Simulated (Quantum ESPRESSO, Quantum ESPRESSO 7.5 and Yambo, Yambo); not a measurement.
## ZrS2 (1T monolayer): Bethe-Salpeter spectra with Yambo

Aim: follow the lowest exciton of ZrS2 (1T monolayer) as the mesh is refined.

Main program and level: Quantum ESPRESSO 7.5 and Yambo 5.3.0; PBE and many-body steps on it, plane waves.

**1. The starting structure**

The cell holds 3 atoms: 1 Zr and 2 S. Cell: a = 3.686 Å, b = 3.686 Å, c = 16.000 Å, α = 90.0°, β = 90.0°, γ = 120.0°. Vacuum lies along c.

The structure was relaxed with PBE. The runs that relaxed it are not among those shown.

**2. Empty states on the mesh, 6×6×1 mesh, 141 bands**

This step: Quantum ESPRESSO 7.5; DFT, PBE, plane waves, norm-conserving pseudopotentials.

The sums over transitions need many empty states on a uniform mesh; this step solves for them.

pw.in reads:

```
&control
  calculation = 'nscf'
  prefix = 'x'
  outdir = 'o'
  pseudo_dir = 'pseudo'
/
&system
  ibrav = 0
  nat = 3
  ntyp = 2
  ecutwfc = 58.0
  nbnd = 141
  force_symmorphic = .true.
/
&electrons
  conv_thr = 1e-9
  electron_maxstep = 80
  diago_full_acc = .true.
  diago_thr_init = 5e-6
/
ATOMIC_SPECIES
  Zr 91.224 Zr.upf
  S 32.06 S.upf
CELL_PARAMETERS angstrom
  3.6856801499 0.0000000000 0.0000000000
  -1.8428400750 3.1918926401 0.0000000000
  0.0000000000 0.0000000000 16.0000000000
ATOMIC_POSITIONS crystal
  Zr 0.0000000000 0.0000000000 0.5000000000
  S 0.3333333333 0.6666666667 0.5905314995
  S 0.6666666667 0.3333333333 0.4094685005
K_POINTS automatic
  6 6 1 0 0 0
```

Launch:

```sh
> OMP_NUM_THREADS=1 mpirun -n 4 pw.x -nk 4 -in pw.in > pw.out
```

What it wrote:

```text
Program PWSCF v.7.5 starts

     This program is part of the open-source Quantum ESPRESSO suite
     for quantum simulation of materials; please cite
         "P. Giannozzi et al., J. Phys.:Condens. Matter 21 395502 (2009);
         "P. Giannozzi et al., J. Phys.:Condens. Matter 29 465901 (2017);
         "P. Giannozzi et al., J. Chem. Phys. 152 154105 (2020);
     in publications or presentations arising from this work. More details at

     Atomic positions and unit cell read from directory:
     o/x.save/

     Message from routine setup:
[...]
26.2798  26.8392  27.1243  27.1417  27.4865  27.8701  28.4629  28.6820
     [... 6 further rows ...]
    40.5258  40.6723  40.7853  40.8206  41.8575  42.0673  42.1841  42.3069
    42.6485  42.8202  43.4163  43.5163  43.5616

          k = 0.0000-0.5774 0.0000 (  9422 PWs)   bands (ev):

     [... further k-points ...]

     highest occupied, lowest unoccupied level (ev):    -1.6019   -0.4066

     XML data file, pseudopotentials, collected wavefunctions

=------------------------------------------------------------------------------=
   JOB DONE.
=------------------------------------------------------------------------------=
```

Run time: 30 s. Hardware: 4 MPI ranks of Arm Neoverse V1, shared host; peak memory 0.71 GiB; 2 min of CPU time.

Numbers from this step:

- gap: 1.195 eV
- k of the valence top: 0, 0, 0
- k of the conduction bottom: 0, -0.5, 0
- least direct gap: 1.688 eV
- k points computed: 7
- lowest point of the top converged band, above the valence top: 43.49 eV

On this mesh the gap is 1.195 eV.

The density comes from a self-consistent run that is not shown.

**3. Conversion and set-up**

This step: Yambo 5.3.0; conversion and set-up on PBE, plane waves, norm-conserving pseudopotentials.

The states are converted to the many-body program's format and the q mesh is built.

Launch:

```sh
> (cd o/x.save; p2y > p2y.log; mv SAVE ../..); yambo > setup.log
```

What it wrote:

```text
 Yambo, version 5.3.0

 [02] CORE Variables Setup
 =========================

  [02.01] Unit cells
  ==================

  Cell kind             :  HCP
  Atoms in the cell     :  Zr  S
  number of Zr atoms    :  1
  number of S  atoms    :  2

  List of atomic masses
  Mass of Zr    :  91.22400
  Mass of S     :  32.06000

  List of atomic coordinates    : [cc]
  Zr1       :   0.00000   0.00000  15.11781  order 1
  S1       : -0.41124E-09   4.0212       17.855      order 2
  S2       :   3.48246   2.01060  12.38053  order 3

[...]
BZ  Q-points                                      :   36

 K/Q-points units:
 rlu = crystal or reduced units; cc = cartesian coordinates; iku = interal k-units

 Q [1]          [rlu]:  0.000000  0.000000  0.000000
 Q [2]          [rlu]: -0.11185E-16  0.16667       0.0000
 Q [3]          [rlu]: -0.22369E-16  0.33333       0.0000
 Q [4]          [rlu]:  0.33554E-16 -0.50000       0.0000
 Q [5]          [rlu]:  0.166667  0.166667  0.000000
 Q [6]          [rlu]:  0.166667  0.333333  0.000000
 Q [7]          [rlu]:  0.333333  0.333333  0.000000

  [03.01] X indexes
  =================

   [03.01.01] Sigma indexes
   ========================

 [06] Game Over & Game summary
```

Elapsed: 2.6 s, on 1 MPI rank; peak memory 0.25 GiB.

**4. Screening and self-energy, 6×6×1 mesh, 141 bands, screening to 142.9 eV**

G0W0 replaces the xc potential by the self-energy, built once from these orbitals. Only a window of levels is corrected, while the sums run over the empty bands that the input names.

This step: G0W0 on PBE, plane waves, norm-conserving pseudopotentials.

gw1.in reads:

```
HF_and_locXC
gw0
dyson
ppa
em1d
rim_cut
rim_w
RandQpts= 3000000
RandGvec= 100 RL
CUTGeo= "slab z"
RandGvecW= 9 RL
EXXRLvcs= 58 Ry
VXCRLvcs= 232 Ry
Chimod= "HARTREE"
% BndsRnXp
 1 | 141 |
%
NGsBlkXp= 10.5 Ry
% LongDrXp
 1 | 1 | 0 |
%
% GbndRnge
 1 | 141 |
%
DysSolver= "n"
ExtendOut
PPAPntXp= 27.21138 eV
% QPkrange
 1 | 7 | 7 | 15 |
%
```

Launch:

```sh
> OMP_NUM_THREADS=1 mpirun -n 4 yambo -F gw1.in -J gw1 -C gw1 > gw1.log
```

What it wrote:

```text
 Yambo, version 5.3.0

 [02] CORE Variables Setup
 =========================

  [... cell, symmetries and grids as in the set-up ...]

  [02.05] Energies & Occupations
  ==============================

  [X] === General ===
  [X] Electronic Temperature                        :  0.000000  0.000000 [eV K]
  [X] Bosonic    Temperature                        :  0.000000  0.000000 [eV K]
  [X] Finite Temperature mode                       : no
  [X] El. density                                   :  0.12750E+24 [cm-3]
[...]
Sc bands terminator                              : no
  Sx RL components                                 :   9583

  QP @ state[ 1 ] K range                          :   1   7
  QP @ state[ 1 ] b range                          :   7  15
  GF energies kind                                 : Perdew, Burke & Ernzerhof(X)+Perdew, Burke & Ernzerhof(C)
  GF WF`s kind                                     : Perdew, Burke & Ernzerhof(X)+Perdew, Burke & Ernzerhof(C)
  Xs energies kind                                 : Perdew, Burke & Ernzerhof(X)+Perdew, Burke & Ernzerhof(C)
  Xs WF`s kind                                     : Perdew, Burke & Ernzerhof(X)+Perdew, Burke & Ernzerhof(C)

 [14] Game Over & Game summary
```

Elapsed: 28 min, on 4 MPI ranks; peak memory 2.2 GiB.

Numbers from this step:

| Property | Result |
| --- | --- |
| G0W0 gap on the mesh | 2.690 eV |
| starting gap on the mesh | 1.195 eV |
| k of the valence top | 0, 0, 0 |
| k of the conduction bottom | 0, -0.5, 0 |
| least direct G0W0 gap on the computed points | 3.382 eV |

The gap on the mesh goes from 1.20 eV to 2.69 eV, a correction of +1.49 eV.

The gap opens by 1.494 eV; the next steps shift the empty bands rigidly by 1.694 eV, the correction at the start's least direct gap.

**5. Excitons**

Light makes an electron and a hole together. The Bethe-Salpeter equation adds their screened attraction and their exchange, in a window of bands around the gap.

This step: Bethe-Salpeter equation on PBE with a scissors shift, plane waves, norm-conserving pseudopotentials.

bse2.in reads:

```
optics
bss
bse
em1s
dipoles
rim_cut
rim_w
RandQpts= 3000000
RandGvec= 100 RL
CUTGeo= "slab z"
RandGvecW= 9 RL
Chimod= "HARTREE"
BSKmod= "SEX"
BSEmod= "resonant"
BSSmod= "d"
BSENGexx= 30 Ry
BSENGBlk= 6 Ry
% BSEQptR
 1 | 1 |
%
% BSEBands
 7 | 17 |
%
% BEnRange
 0 | 8 | eV
%
% BDmRange
 0.1 | 0.1 | eV
%
BEnSteps= 161
% BLongDir
 1 | 0 | 0 |
%
% BndsRnXs
 1 | 71 |
%
NGsBlkXs= 6 Ry
% LongDrXs
 1 | 1 | 0 |
%
% KfnQP_E
 1.694 | 1.0 | 1.0 |
%
WRbsWF
```

Launch:

```sh
> OMP_NUM_THREADS=1 mpirun -n 4 yambo -F bse2.in -J bse2 -C bse2 > bse2.log
```

What it wrote:

```text
 Yambo, version 5.3.0

 [02] CORE Variables Setup
 =========================

  [... cell, symmetries and grids as in the set-up ...]

  [02.05] Energies & Occupations
  ==============================

  [X] === General ===
  [X] Electronic Temperature                        :  0.000000  0.000000 [eV K]
  [X] Bosonic    Temperature                        :  0.000000  0.000000 [eV K]
  [X] Finite Temperature mode                       : no
  [X] El. density                                   :  0.12750E+24 [cm-3]
  [X] Fermi Level                                   : -1.601933 [eV]

  [X] === Gaps and Widths ===
  [X] Conduction Band Min                           :  1.195335 [eV]
  [X] Valence Band Max                              :  0.000000 [eV]
  [X] Filled Bands                                  :  12
  [X] Empty Bands                                   :   13  141
  [X] Direct Gap                                    :  1.687896 [eV]
  [X] Direct Gap localized at k                     :  1
  [X] Indirect Gap                                  :  1.195335 [eV]
  [X] Indirect Gap between kpts                     :   1   4
  [X] Last valence band width                       :  1.513109 [eV]
  [X] 1st conduction band width                     :  1.188326 [eV]

 [03] Transferred momenta grid and indexing
 ==========================================

 [BZ sampling] Q-grid is User defined and/or read from the database

 IBZ Q-points                                      :   7
 BZ  Q-points                                      :   36

 K/Q-points units:
 rlu = crystal or reduced units; cc = cartesian coordinates; iku = interal k-units

 Q [1]          [rlu]:  0.000000  0.000000  0.000000
 Q [2]          [rlu]: -0.11185E-16  0.16667       0.0000
 Q [3]          [rlu]: -0.22369E-16  0.33333       0.0000
 Q [4]          [rlu]:  0.33554E-16 -0.50000       0.0000
 Q [5]          [rlu]:  0.166667  0.166667  0.000000
 Q [6]          [rlu]:  0.166667  0.333333  0.000000
 Q [7]          [rlu]:  0.333333  0.333333  0.000000

  [03.01] X + BSE indexes
  =======================

   [03.01.01] Sigma indexes
   ========================

 [04] Coloumb potential Random Integration (RIM)
 ===============================================

 Performing RIM of v_slab

  [04.01] RIM initialization
  ==========================

  * Diagonal components only detected *

  8 x (sBL volume)        :  0.043395 [a.u.]
  sBZ random points       :  3000000
  Points outside the sBZ  :  24000829
  RL volume               :  0.195280 [a.u.]
  Integrated volume       :  0.195273 [a.u.]

  [04.02] RIM integrals
  =====================

  Gamma point sphere radius             :  0.040765 [a.u.]
  Points outside the sphere             :  2398884
  [Int_sBZ(q=0) 1/q^2]*(Vol_sBZ)^(-1/3) =:  7.554583
                                 should be <:  7.795600

  Summary of Coulomb integrals for non-metallic bands |Q|[au] RIM/Bare

  Q [1] 0.100000E-4 0.969083 * Q [2] 0.173613 1.029337
  Q [5] 0.300706 1.033098 * Q [3] 0.347225 1.028345
  Q [6] 0.459336 1.018893 * Q [4] 0.520838 1.015275
  Q [7] 0.601412 1.011521
  Non-periodic chartesian directions : none
  Optical renormalization            :  30.23562 [au]
  Polarizability dimension           : length

 [05] Coloumb potential CutOffslab
 =================================

 Cut directionsZ
 Slab Cutoff:Z
 Symmetry test passed : yes

 [WARNING] [Xs] User bands 1-71 break level degeneracy

 [06] External/Internal QP corrections
 =====================================

 [QP_apply] Action to be applied: USER defined scissor

  [06.01]  QP corrections report
  ==============================

  [K+QP] === General ===
  [K+QP] Electronic Temperature                     :  0.000000  0.000000 [eV K]
  [K+QP] Bosonic    Temperature                     :  0.000000  0.000000 [eV K]
  [K+QP] Finite Temperature mode                    : no
  [K+QP] El. density                                :  0.12750E+24 [cm-3]
  [K+QP] Fermi Level                                :  0.000000 [eV]

[...]
[WARNING] [r,Vnl^pseudo] included in position and velocity dipoles.

  [WARNING] In case H contains other non local terms, these are neglected

 [08] Static Dielectric Matrix
 =============================

 [WR./bse2//ndb.em1s]------------------------------------------------------------
  Brillouin Zone Q/K grids (IBZ/BZ)                :    7   36    7   36
  RL vectors                                       :  11833 [WF]
  Coulomb cutoff potential                         : slab z
  Electronic Temperature                           :  0.000000 [K]
  Bosonic    Temperature                           :  0.000000 [K]
  Static diel. fun.  energies                      : Perdew, Burke & Ernzerhof(X)+Perdew, Burke & Ernzerhof(C)
  wavefunctions                                    : Perdew, Burke & Ernzerhof(X)+Perdew, Burke & Ernzerhof(C)
  Global Gauge                                     : length
  X matrix size                                    :   329
  X band range                                     :    1   71
  X e/h energy range                               : -1.000000 -1.000000 [eV]
  X Time ordering                                  : T
  X Hxc Kernel                                     : HARTREE
  X Drude frequency                                :  0.000000  0.000000
  X poles                                          :  100.0000 [o/o]
  RL vectors in the sum                            :  11833
  [r,Vnl] included                                 : yes
  Field direction                                  :  0.707107E-5  0.707107E-5   0.00000
  BZ energy Double Grid                            : no
  BZ energy DbGd points                            : 0
  BZ Q point size factor                           : -1.000000
  X Optical Averaged directions                    : none

 [09] Bethe Salpeter Equation driver
 ===================================

 [WARNING] Coulomb cutoff at q=0. Default/Suggested Lkind= bar

  [09.01] Bethe Salpeter Equation @q1
  ===================================

   [09.01.01] Transition pre-analysis @q1
   ======================================

   [09.01.02] Transition Groups build-up @q1
   =========================================

   [BSK] Transition groups (total):  14
   [BSK] Size (resonant):  1080
   [BSK]         (total):  1080
   [BSK] N. of matrices :  1

   [09.01.03] Loading Dipoles @q1
   ==============================

   [09.01.04] Independent Particles properties @q1
   ===============================================

   Optical renormalization       :  30.23562 [a.u.]
   Polarizability dimension      : length

   ==========================================================

   [BSE] Exchange components :   3485
   [BSE] Correlation components :   329  1559

    [09.01.05.01] RIM-W interpolation
    =================================

    [WARNING] RIM-W works only for 2D semiconductors with slab cutoff
    Found compatible q grid: 2D
    q_min[ 1 ]:  0.16667      0.47741E-11   0.0000     [rlu]
     0.166667  0.083333  0.000000 [iku]
    q_min[ 2 ]:  0.11185E-16  0.16667       0.0000     [rlu]
     0.11185E-16  0.16667       0.0000     [iku]
    G-vectors :   9
    G-vectors loaded:   63
    Number of interpolated frequencies:  1

    Evaluating coefficients q = 0

    [09.01.05.02] RIM-W integrals
    =============================

    8 x (sBL volume)        :  0.043395 [a.u.]
    sBZ random points       :  3000000
    Points outside the sBZ  :  24000829
    RL volume               :  0.195280 [a.u.]
    Integrated volume       :  0.195273 [a.u.]

    [09.01.05.03] RIM integrals
    ===========================

    Comparison between head Wc = W - v averages: < Wc > [au] RIM-W/RIM

     < -Wc [Q = 1] > 0.330866E-1 0.418141E-4 * < -Wc [Q = 2] > 0.004772 0.004589
     < -Wc [Q = 3] > 0.860289E-3 0.843236E-3 * < -Wc [Q = 4] > 0.294351E-3 0.291368E-3
     < -Wc [Q = 5] > 0.001251 0.001221 * < -Wc [Q = 6] > 0.413345E-3 0.408570E-3
     < -Wc [Q = 7] > 0.198408E-3 0.197049E-3

    Comparison between head Wc = W - v averages: < Wc > [au] RIM-W/RIM

     < -Wc [G = 1,G`=0] > 0.330866E-1 0.418141E-4 * < -Wc [G = 2,G`=0] >-0.002139 0.000000
     < -Wc [G = 3,G`=0] >-0.002139 0.000000 * < -Wc [G = 4,G`=0] > 0.505890E-4  0.00000
     < -Wc [G = 5,G`=0] > 0.505698E-4  0.00000 * < -Wc [G = 6,G`=0] > 0.115030E-3  0.00000
     < -Wc [G = 7,G`=0] > 0.115064E-3  0.00000 * < -Wc [G = 8,G`=0] >-0.330919E-4  0.00000
     < -Wc [G = 9,G`=0] >-0.330977E-4  0.00000

    [09.01.05.04] Screened interaction header I/O
    =============================================

    [09.01.05.05] Main kernel loop
    ==============================

    [09.01.05.06] Wave-Function Phases
    ==================================

    [BSE] WF phases found       :  72.94372 [o/o]

   [09.01.06] BSE solver(s) @q1
   ============================

   [09.01.07] Diago Solver @q1
   ===========================

 [12] Game Over & Game summary
```

Elapsed: 78 s, on 4 MPI ranks; peak memory 2.1 GiB; 5.1 min of CPU time.

This step gave:

| Property | Result |
| --- | --- |
| transitions in the window | 1080 |
| direct gap of the transition levels | 3.382 eV |
| lowest state | 2.423 eV |
| first strong exciton (over a fiftieth of the strongest listed) | 2.446 eV |
| binding of the lowest state below the direct gap | 0.9594 eV |

The lowest state lies at 2.423 eV, 0.959 eV under the direct gap.

Lines within 3 meV are set at the lowest of them, and the highest group, which the list may cut short, is left out. Lines of the exciton spectrum (strongest = 100):

```tsv
position (eV)	lines merged	strength, relative
2.422	1	0.0
2.446	3	59
2.702	2	5.5
2.788	3	0.1
2.821	1	0.0
2.837	2	100
2.892	2	3.2
2.917	1	0.0
2.922	1	0.0
2.929	2	0.0
2.963	1	0.0
2.995	1	0.0
3.006	1	0.3
```

The Im polarisability of the sheet has structure finer than the step of the table below, so its rows give means over 0.2 eV, whole bins alone (the curve runs from 0 to 8 eV). Peaks (eV: height): BSE 2.45: 21.7, 2.85: 38.7, 4.75: 10.9, 5.55: 19.8, 6.65: 12.7; no electron-hole interaction 3.40: 14.4, 4.00: 41.0, 7.15: 12.9, 7.70: 14.7.

Sheet polarisability (bohr); field along x; broadening 0.1 eV; transition window only. Limits: finite bands, cutoff and mesh; no spin-orbit coupling; exciton not shown settled in the k mesh. Im polarisability of the sheet against photon energy; means over each step:

```tsv
photon energy (eV)	BSE	no electron-hole interaction
0.2	0.140	0.0724
0.4	0.163	0.0800
0.6	0.191	0.0890
0.8	0.229	0.0998
1.0	0.280	0.113
1.2	0.352	0.129
1.4	0.461	0.148
1.6	0.638	0.174
1.8	0.963	0.207
2.0	1.69	0.252
2.2	4.27	0.315
2.4	16.0	0.411
2.6	14.5	0.566
2.8	30.4	0.858
3.0	24.8	1.56
3.2	8.52	4.64
3.4	4.03	11.9
3.6	2.95	8.00
3.8	2.13	21.0
4.0	1.41	34.3
4.2	1.94	11.2
4.4	3.80	5.30
4.6	7.55	4.06
4.8	9.96	2.47
5.0	6.31	1.52
5.2	5.73	2.38
5.4	9.85	4.29
5.6	16.3	4.98
5.8	11.2	7.90
6.0	8.00	5.59
6.2	8.01	4.63
6.4	6.04	6.51
6.6	10.3	10.9
6.8	6.97	8.90
7.0	3.63	8.09
7.2	2.99	10.9
7.4	3.10	6.74
7.6	2.89	10.7
7.8	1.79	11.1
```

(Continued in part 2 of 4.)

[Paths, hosts, dates, memory and timing lines, banners, echoed tables and standing remarks are left out of the program output.]

[Logs are printed without paths, hosts, clocks, repeated set-up lines and the standing remarks that a program may print on its own settings, such as how far it seeks lower states.]

[Runs of the session that timed out or met a known fault of the program may be left out.]

[Hosts, paths, dates, database ids (printed as entryN), source tags and the programs' standing remarks are cut or masked in the printed files.]
